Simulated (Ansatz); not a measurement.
## Ge in Ansatz: the effect of functional

Ge:

```
CELL_PARAMETERS angstrom
0.00000 2.77116 2.77116
2.77116 0.00000 2.77116
2.77116 2.77116 0.00000
ATOMIC_POSITIONS crystal
Ge 0.75000 0.75000 0.75000
Ge 0.50000 0.50000 0.50000
```

The cell isn't the ideal one: volume scaled by 0.94.

Alike in all runs:

- Program: Ansatz 0.2.0
- Task: single point
- Potentials or basis: Ansatz PAW
- k mesh: 8 × 8 × 8
- Occupations: fermi-dirac, width 0.05 eV
- Spin: no spin polarisation

Task: One run gave: gap on the mesh 0.24 eV; pressure 3.3 GPa. Which functional did it use?
A. r2SCAN
B. PBE
C. LDA

Result: C.

```tsv
functional	cutoff	gap on the mesh (eV)	pressure (GPa)
LDA	420 eV (not typed: the program's choice for these potentials)	0.24	3.3
r2SCAN	500 eV (not typed: the program's choice for these potentials)	0.68	5.9
PBE	420 eV (not typed: the program's choice for these potentials)	0.38	9.0
```

Caveats: the PAW data sets come from PBE, with cores solved anew for the run's functional, which leaves a small shift of forces and pressure (some runs).

A k mesh can miss the band edges.
